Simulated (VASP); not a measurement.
# SiC (Imm2) in VASP: further runs

One crystal, SiC, is run at these levels: PBEsol; tasks: single point, relaxation of the atoms.

All numbers are computed with VASP 6.6.1; they aren't measurements. Logs are shortened: lines on timing, memory, paths and dates and some standing lists are left out, and cuts for length are marked.

### Step 1. The structure

Symmetry: Imm2, No. 44, orthorhombic system. The conventional cell has a = 3.050 Å, b = 3.079 Å, c = 4.373 Å, α = 90.00°, β = 90.00°, γ = 90.00°. Si (site symmetry mm2) is surrounded by 4 C at 1.88 to 1.89 Å. Around C (site symmetry mm2) lie 4 Si at 1.88 to 1.89 Å.

The cell was built by a generator and isn't the measured one.

### Step 2. Single point, PBEsol (strained cell)

The input, INCAR:

```
PREC = Accurate
ENCUT = 520
EDIFF = 1E-6
ISMEAR = 0
SIGMA = 0.02
LREAL = F
LASPH = T
NELM = 100
ALGO = Normal
ISIF = 2
LWAVE = F
LCHARG = F
GGA = PS
NBANDS = 11
```

The input, KPOINTS:

```
regular mesh
0
Gamma
  10 10 10
```

The input, POSCAR:

```
SiC
1.0
   -0.0102383534      2.1669114121      2.1865831700
    2.1669114121     -0.0102383534      2.1865831700
    2.1566730586      2.1566730586      0.0000000000
Si C
1 1
Direct
   -0.0004825142     -0.0004825142      0.0004825142
    0.2504825142      0.2504825142      0.2495174858
```

Potentials or basis: VASP PAW PBE potentials, release 64 (Si, C).

Command:

```console
$ cat potpaw_PBE.64/Si/POTCAR potpaw_PBE.64/C/POTCAR > POTCAR
$ mpirun -np 1 vasp_std > vasp.out
```

OUTCAR:

```text
PREC = Accurate
   ENCUT = 520
   EDIFF = 1E-6
   ISMEAR = 0
   LREAL = F
   LASPH = T
   NELM = 100
   ISIF = 2
   GGA = PS

 ion  position               nearest neighbor table
   1  1.000  1.000  0.000-   2 1.88   2 1.88   2 1.89   2 1.89
   2  0.250  0.250  0.250-   1 1.88   1 1.88   1 1.89   1 1.89

  LATTYP: Found a body centered orthorhombic cell.
 ALAT       =     3.0499962891
 B/A-ratio  =     1.0094945809
 C/A-ratio  =     1.4338267740

  Lattice vectors:

 A1 = (   0.0102383534,  -2.1669114121,  -2.1865831700)
 A2 = (  -0.0102383535,   2.1669114120,  -2.1865831700)
 A3 = (   2.1669114121,  -0.0102383534,   2.1865831700)

Analysis of symmetry for initial positions (statically):
=====================================================================
 Subroutine PRICEL returns:
 Original cell was already a primitive cell.

 Routine SETGRP: Setting up the symmetry group for a
 body centered orthorhombic supercell.

 Subroutine GETGRP returns: Found  4 space group operations
 (whereof  4 operations were pure point group operations)
 out of a pool of  8 trial point group operations.

The static configuration has the point symmetry C_2v.

Analysis of symmetry for dynamics (positions and initial velocities):
=====================================================================
 Subroutine PRICEL returns:
 Original cell was already a primitive cell.

 Routine SETGRP: Setting up the symmetry group for a
 body centered orthorhombic supercell.

 Subroutine GETGRP returns: Found  4 space group operations
 (whereof  4 operations were pure point group operations)
 out of a pool of  8 trial point group operations.

The dynamic configuration has the point symmetry C_2v.

 Subroutine INISYM returns: Found  4 space group operations
 (whereof  4 operations are pure point group operations),
 and found     1 'primitive' translations

----------------------------------------------------------------------------------------

                                     Primitive cell

  volume of cell :      20.5338

  direct lattice vectors                    reciprocal lattice vectors
    -0.010238353  2.166911412  2.186583170    -0.229658064  0.229658064  0.228667268
     2.166911412 -0.010238353  2.186583170     0.229658064 -0.229658064  0.228667268
     2.156673059  2.156673059  0.000000000     0.231838571  0.231838571 -0.228667268

  length of vectors
     3.078433993  3.078433993  3.049996289     0.397208223  0.397208223  0.399733618

  position of ions in fractional coordinates (direct lattice)
     0.999517486  0.999517486  0.000482514
     0.250482514  0.250482514  0.249517486

  ion indices of the primitive-cell ions
   primitive index   ion index
                 1           1
                 2           2

----------------------------------------------------------------------------------------

 KPOINTS: regular mesh

Automatic generation of k-mesh.
 Grid dimensions read from file:
 generate k-points for:   10   10   10

 Generating k-lattice:

  Cartesian coordinates                     Fractional coordinates (reciprocal lattice)
    -0.022965806  0.022965806  0.022866727     0.100000000  0.000000000  0.000000000
     0.022965806 -0.022965806  0.022866727     0.000000000  0.100000000  0.000000000
     0.023183857  0.023183857 -0.022866727     0.000000000  0.000000000  0.100000000

  Length of vectors
     0.039720822  0.039720822  0.039973362

  Shift w.r.t. Gamma in fractional coordinates (k-lattice)
     0.000000000  0.000000000  0.000000000

 Subroutine IBZKPT returns following result:
 ===========================================

 Found    171 irreducible k-points:

 Following reciprocal coordinates:
            Coordinates               Weight
  0.000000  0.000000  0.000000      1.000000
  0.100000  0.000000  0.000000      4.000000
  0.200000  0.000000  0.000000      4.000000
  0.300000  0.000000  0.000000      4.000000
  0.400000  0.000000  0.000000      4.000000
  0.500000  0.000000  0.000000      2.000000
[... 16 lines left out ...]
  0.300000  0.300000  0.000000      2.000000
  0.400000  0.300000  0.000000      4.000000
 [... further k-points ...]
   k-points           NKPTS =    171   k-points in BZ     NKDIM =    171   number of bands    NBANDS=     11
   number of dos      NEDOS =    301   number of ions     NIONS =      2
   total plane-waves  NPLWV =  13824
   dimension x,y,z NGX =    24 NGY =   24 NGZ =   24
   dimension x,y,z NGXF=    48 NGYF=   48 NGZF=   48
   ions per type =               1   1
   NGX,Y,Z   is equivalent  to a cutoff of  12.96, 12.96, 13.08 a.u.
   NGXF,Y,Z  is equivalent  to a cutoff of  25.92, 25.92, 26.16 a.u.
 SYSTEM =  unknown system
   PREC   = accura    normal or accurate (medium, high low for compatibility)
   ISTART =      0    job   : 0-new  1-cont  2-samecut
   ICHARG =      2    charge: 1-file 2-atom 10-const
   ISPIN  =      1    spin polarized calculation?
   LNONCOLLINEAR =      F non collinear calculations
   LSORBIT =      F    spin-orbit coupling
   LASPH  =      T    aspherical Exc in radial PAW
   ENCUT  =  520.0 eV  38.22 Ry    6.18 a.u.   5.72  5.72  5.67*2*pi/ulx,y,z
   NELM   =    100;   NELMIN=  2; NELMDL= -5     # of ELM steps
   EDIFF  = 0.1E-05   stopping-criterion for ELM
   LREAL  =      F    real-space projection
   EDIFFG = 0.1E-04   stopping-criterion for IOM
   NSW    =      0    number of steps for IOM
   IBRION =     -1    ionic relax: 0-MD 1-quasi-New 2-CG
   NFREE  =      0    steps in history (QN), initial steepest desc. (CG)
   ISIF   =      2    stress and relaxation
   ISYM   =      2    0-nonsym 1-usesym 2-fastsym
   POTIM  = 0.5000    time-step for ionic-motion
   TEBEG  =    0.0;   TEEND  =   0.0 temperature during run
   PSTRESS=    0.0 pullay stress
   NELECT =       8.0000    total number of electrons
   NUPDOWN=      -1.0000    fix difference up-down
   EMIN   =  10.00;   EMAX   =-10.00  energy-range for DOS
   EFERMI =   0.00;   METHOD = LEGACY
   ISMEAR =     0;   SIGMA  =   0.02  broadening in eV -4-tet -1-fermi 0-gaus
   EFERMI_NEDOS =   21; number of points for ismear=-14 and -15
   IALGO  =     38    algorithm
   IMIX   =      4    mixing-type and parameters
     AMIX     =   0.40;   BMIX     =  1.00
     AMIX_MAG =   1.60;   BMIX_MAG =  1.00
  volume/ion in A,a.u.               =      10.27        69.28
  Fermi-wavevector in a.u.,A,eV,Ry     =   1.195681  2.259509 19.451607  1.429653
  Thomas-Fermi vector in A             =   2.331640
   LORBIT       =      0    0 simple, 1 ext, 2 COOP (PROOUT), +10 PAW based schemes
   GGA     = PS    functional components
   LHFCALC =     F    Hartree Fock is set to
   AEXX    =    0.0000 exact exchange contribution
   IVDW    =     0    specifies the selected vdW correction
   LEPSILON=     F    determine dielectric tensor
   LRPA    =     F    only Hartree local field effects (RPA)
 non-spin polarized calculation
 Gauss-broadening in eV      SIGMA  =   0.02
  energy-cutoff  :      520.00
  volume of cell :       20.53
 maximum number of plane-waves:       564
   NGX = 11   NGY = 11   NGZ = 11

 number of electron       8.0000001 magnetization

 Free energy of the ion-electron system (eV)
  ---------------------------------------------------
  ext. energy  EPLUGINS =         0.00000000
  ---------------------------------------------------
  free energy    TOTEN  =       -15.91160693 eV

  energy without entropy =      -15.91160693  energy(sigma->0) =      -15.91160693

 E-fermi :   8.3044     XC(G=0): -11.5381

 val. band max:        8.2142330869   @ k =   0.0000   0.0000   0.0000
 cond. band min:       9.3426319093   @ k =   0.5000   0.0000   0.5000
 fundamental gap:      1.1283988224
 Fermi energy:         8.3043910573

 k-point     1 :       0.0000    0.0000    0.0000
  band No.  band energies     occupation
      1      -7.3416      2.00000
      2       8.1012      2.00000
      3       8.1152      2.00000
      4       8.2142      2.00000
      5      14.3978      0.00000
      6      15.3289      0.00000
      7      15.4759      0.00000
      8      15.5349      0.00000
      9      22.5004      0.00000
     10      22.7854      0.00000
     11      24.5234      0.00000

 k-point     2 :       0.1000    0.0000    0.0000
  band No.  band energies     occupation
      1      -7.1457      2.00000
      2       7.0861      2.00000
      3       7.9708      2.00000
      4       8.0843      2.00000
      5      14.6960      0.00000
      6      15.5992      0.00000
      7      15.7051      0.00000
      8      15.7772      0.00000
      9      21.5416      0.00000
     10      21.8105      0.00000
     11      24.2997      0.00000

 k-point     3 :       0.2000    0.0000    0.0000
  band No.  band energies     occupation
      1      -6.5662      2.00000
      2       4.9446      2.00000
      3       7.6605      2.00000
      4       7.7858      2.00000
      5      14.3991      0.00000
      6      15.9956      0.00000
      7      16.1397      0.00000
      8      16.8835      0.00000
      9      20.8995      0.00000
     10      21.1178      0.00000
     11      23.4231      0.00000
[... 267 lines left out ...]
 k-point    23 :       0.3000    0.3000    0.0000
  band No.  band energies     occupation
      1      -5.0688      2.00000
      2       3.7208      2.00000
      3       5.7244      2.00000
      4       5.8845      2.00000
      5      11.2225      0.00000
      6      13.7445      0.00000
      7      19.6774      0.00000
      8      19.7299      0.00000
      9      20.4587      0.00000
     10      25.3435      0.00000
     11      29.7266      0.00000

 k-point    24 :       0.4000    0.3000    0.0000
  band No.  band energies     occupation
      1      -4.1953      2.00000
      2       2.4845      2.00000
      3       4.9148      2.00000
      4       5.6261      2.00000
      5      10.9649      0.00000
      6      13.7449      0.00000
      7      19.7482      0.00000
      8      20.1295      0.00000
      9      21.8541      0.00000
     10      26.2951      0.00000
     11      29.3732      0.00000

 [... further k-points ...]

------------------------ aborting loop because EDIFF is reached ----------------------------------------

  FORCE on cell =-STRESS in cart. coord.  units (eV):
  Direction    XX          YY          ZZ          XY          YZ          ZX
  --------------------------------------------------------------------------------------
  -------------------------------------------------------------------------------------
  Total        0.3440937      0.3440937      0.0433211      0.3033299      0.0000000      0.0000000
  in kB       26.8484184     26.8484184      3.3801894     23.6677639      0.0000000      0.0000000
  external PRESSURE =      19.0256754 kB  Pullay stress =       0.0000000 kB

 VOLUME and BASIS-vectors are now :
 -----------------------------------------------------------------------------
  energy-cutoff  :      520.00
  volume of cell :       20.53
      direct lattice vectors                 reciprocal lattice vectors
    -0.010238353  2.166911412  2.186583170    -0.229658064  0.229658064  0.228667268
     2.166911412 -0.010238353  2.186583170     0.229658064 -0.229658064  0.228667268
     2.156673059  2.156673059  0.000000000     0.231838571  0.231838571 -0.228667268

 POSITION                                       TOTAL-FORCE (eV/Angst)
 -----------------------------------------------------------------------------------
      2.15667      2.15667      4.37106        -0.000000     -0.000000     -0.002186
      1.07834      1.07834      1.09540         0.000000      0.000000      0.002186
 -----------------------------------------------------------------------------------
    total drift:                                0.000000      0.000000      0.000022

  FREE ENERGIE OF THE ION-ELECTRON SYSTEM (eV)
  ---------------------------------------------------
  free  energy   TOTEN  =       -15.9116069332 eV

  energy  without entropy=      -15.9116069332  energy(sigma->0) =      -15.91160693
```

Run time: 68 s. Hardware: 1 thread of AMD EPYC 7R43 (Zen 3), shared host; peak memory 0.12 GiB.

Results:

- Free energy: -15.9116 eV
- Pressure: 1.9 GPa
- Band gap on the k mesh: 1.13 eV, indirect (least direct gap 4.35 eV)

Forces in eV/Å, atoms in the order of the input:
```
Si   0.000  0.000 -0.002
C    0.000  0.000  0.002
```

Levels at points of the mesh, in eV from the valence-band top:
```csv
k point,band 2,band 3,band 4,band 5,band 6,band 7
"(0.00, 0.00, 0.00)",-0.11,-0.10,0.00,6.18,7.11,7.26
"(0.50, 0.00, 0.00)",-8.73,-1.17,-1.02,5.42,7.05,7.25
"(0.50, 0.50, 0.00)",-8.01,-3.32,-3.14,1.21,4.27,13.99
"(0.00, 0.00, 0.50)",-8.70,-1.20,-1.12,5.30,7.03,7.09
"(0.50, 0.00, 0.50)",-7.89,-3.33,-3.32,1.13,4.10,13.81
```

Caveat: the PAW data sets were made with another functional, which shifts forces and pressure a little.

### Step 3. Relaxation of the atoms, PBEsol (strained cell)

The input, INCAR:

```
SYSTEM = SiC
PREC = Accurate
ENCUT = 520
EDIFF = 1E-7
ISMEAR = 0
SIGMA = 0.02
LREAL = .FALSE.
LASPH = .TRUE.
NELM = 100
ALGO = Normal
ISIF = 2
LWAVE = .FALSE.
LCHARG = .FALSE.
GGA = PS
IBRION = 2
NSW = 60
EDIFFG = -0.002
```

The input, KPOINTS:

```
regular mesh
0
G
  10 10 10
  0 0 0
```

The input, POSCAR:

```
SiC
1.0
   -0.0102383534      2.1669114121      2.1865831700
    2.1669114121     -0.0102383534      2.1865831700
    2.1566730586      2.1566730586      0.0000000000
Si C
1 1
Direct
   -0.0004777803     -0.0004777803      0.0004777803
    0.2504777803      0.2504777803      0.2495222197
```

Potentials or basis: VASP PAW PBE potentials, release 64 (Si, C).

Command:

```console
$ cat potpaw_PBE.64/Si/POTCAR potpaw_PBE.64/C/POTCAR > POTCAR
$ mpirun -np 1 vasp_std > vasp.out
```

OUTCAR:

```text
SYSTEM = SiC
   PREC = Accurate
   ENCUT = 520
   EDIFF = 1E-7
   ISMEAR = 0
   LREAL = .FALSE.
   LASPH = .TRUE.
   NELM = 100
   ISIF = 2
   GGA = PS
   IBRION = 2
   NSW = 60
   EDIFFG = -0.002

 ion  position               nearest neighbor table
   1  1.000  1.000  0.000-   2 1.88   2 1.88   2 1.89   2 1.89
   2  0.250  0.250  0.250-   1 1.88   1 1.88   1 1.89   1 1.89

  LATTYP: Found a body centered orthorhombic cell.
 ALAT       =     3.0499962891
 B/A-ratio  =     1.0094945809
 C/A-ratio  =     1.4338267740

  Lattice vectors:

 A1 = (   0.0102383534,  -2.1669114121,  -2.1865831700)
 A2 = (  -0.0102383535,   2.1669114120,  -2.1865831700)
 A3 = (   2.1669114121,  -0.0102383534,   2.1865831700)

[... 260 lines left out ...]

 val. band max:        8.2147992731   @ k =   0.0000   0.0000   0.0000
 cond. band min:       9.3426745590   @ k =   0.5000   0.0000   0.5000
 fundamental gap:      1.1278752859
 Fermi energy:         8.3526100994

 k-point     1 :       0.0000    0.0000    0.0000
  band No.  band energies     occupation
      1      -7.3416      2.00000
      2       8.1013      2.00000
      3       8.1147      2.00000
      4       8.2148      2.00000
      5      14.3979      0.00000
      6      15.3292      0.00000
      7      15.4759      0.00000
      8      15.5347      0.00000
[... 243 lines left out ...]
 k-point    24 :       0.4000    0.3000    0.0000
  band No.  band energies     occupation
      1      -4.1952      2.00000
      2       2.4846      2.00000
      3       4.9146      2.00000
      4       5.6264      2.00000
      5      10.9650      0.00000
      6      13.7448      0.00000
      7      19.7483      0.00000
      8      20.1295      0.00000

 [... further k-points ...]

------------------------ aborting loop because EDIFF is reached ----------------------------------------

  FORCE on cell =-STRESS in cart. coord.  units (eV):
  Direction    XX          YY          ZZ          XY          YZ          ZX
  --------------------------------------------------------------------------------------
  -------------------------------------------------------------------------------------
  Total        0.3436426      0.3436426      0.0428477      0.3017376      0.0000000      0.0000000
  in kB       26.8132203     26.8132203      3.3432547     23.5435240      0.0000000      0.0000000
  external PRESSURE =      18.9898984 kB  Pullay stress =       0.0000000 kB
[... 17 lines left out ...]
  FREE ENERGIE OF THE ION-ELECTRON SYSTEM (eV)
  ---------------------------------------------------
  free  energy   TOTEN  =       -15.9116070863 eV

  energy  without entropy=      -15.9116070863  energy(sigma->0) =      -15.91160709

 reached required accuracy - stopping structural energy minimisation
```

Run time: 93 s. Hardware: 1 thread of AMD EPYC 7R43 (Zen 3), shared host; peak memory 0.11 GiB.

What came out:

```
Free energy               : -15.9116 eV
Energy gained by relaxing : 0.0 meV/atom
Ionic steps               : 3
Pressure after relaxing   : 1.9 GPa
Band gap on the k mesh    : 1.13 eV, indirect (least direct gap 4.35 eV)
```

Stress tensor (GPa, compression positive):
```
2.68 2.35 0.00
2.35 2.68 0.00
0.00 0.00 0.33
```

Final structure:
```
Si C
1.0
    -0.01024    2.16691    2.18658
     2.16691   -0.01024    2.18658
     2.15667    2.15667    0.00000
Si C
1 1
Direct
  0.99950 0.99950 0.00050
  0.25050 0.25050 0.24950
```

Caveat: the PAW data sets were made with another functional, which shifts forces and pressure a little. A k mesh can miss the band edges.

### Step 4. Single point, PBEsol

The input, INCAR:

```
SYSTEM = SiC
  ALGO = Normal
  EDIFF = 1E-6
  ENCUT = 520
  GGA = PS
  ISIF = 2
  ISMEAR = 0
  LASPH = .TRUE.
  LCHARG = .FALSE.
  LREAL = .FALSE.
  LWAVE = .FALSE.
  NBANDS = 11
  NELM = 100
  PREC = Accurate
  SIGMA = 0.01
```

The input, KPOINTS:

```
k-points
0
G
  10 10 10
  0 0 0
```

The input, POSCAR:

```
SiC
1.0
   -0.0102383534      2.1669114121      2.1865831700
    2.1669114121     -0.0102383534      2.1865831700
    2.1566730586      2.1566730586      0.0000000000
Si C
1 1
Direct
   -0.0004825142     -0.0004825142      0.0004825142
    0.2504825142      0.2504825142      0.2495174858
```

Command:

```console
$ cat potpaw_PBE.64/Si/POTCAR potpaw_PBE.64/C/POTCAR > POTCAR
$ mpirun -np 1 vasp_std > vasp.out
```

It took 63 s on 1 thread of AMD EPYC 7R43 (Zen 3), shared host; peak memory 0.12 GiB.

The run converged. Its results:

```yaml
Free_energy: -15.9116 eV
Pressure: 1.9 GPa
Band_gap_on_the_k_mesh: 1.13 eV, indirect (least direct gap 4.35 eV)
```

Forces in eV/Å, atoms in the order of the input:
```
Si   0.000  0.000 -0.002
C    0.000  0.000  0.002
```

Stress tensor (GPa, compression positive):
```
2.68 2.37 0.00
2.37 2.68 0.00
0.00 0.00 0.34
```

Levels at points of the mesh, in eV from the valence-band top:
| k point | band 2 | band 3 | band 4 | band 5 | band 6 | band 7 |
| --- | --- | --- | --- | --- | --- | --- |
| (0.00, 0.00, 0.00) | -0.11 | -0.10 | 0.00 | 6.18 | 7.11 | 7.26 |
| (0.50, 0.00, 0.00) | -8.73 | -1.17 | -1.02 | 5.42 | 7.05 | 7.25 |
| (0.50, 0.50, 0.00) | -8.01 | -3.32 | -3.14 | 1.21 | 4.27 | 13.99 |
| (0.00, 0.00, 0.50) | -8.70 | -1.20 | -1.12 | 5.30 | 7.03 | 7.09 |
| (0.50, 0.00, 0.50) | -7.89 | -3.33 | -3.32 | 1.13 | 4.10 | 13.81 |

Caveat: the PAW data sets were made with another functional, which shifts forces and pressure a little.

### Step 5. Summary

```csv
task,cell,smearing,gap on the mesh (eV),pressure (GPa)
single point,strained cell,gaussian 0.02 eV,1.13,1.9
relaxation of the atoms,atoms relaxed from: strained cell,gaussian 0.02 eV,1.13,1.9
single point,as given,gaussian 0.01 eV,1.13,1.9
```

Alike in all rows: level PBEsol; potentials or basis VASP PAW PBE potentials, release 64 (Si, C); no spin polarisation; k mesh 10 × 10 × 10; cutoff (eV) 520.

Caveats: the PAW data sets were made with another functional, which shifts forces and pressure a little.

Total energies depend on the potentials used, so only differences within one code and one set of settings carry meaning.
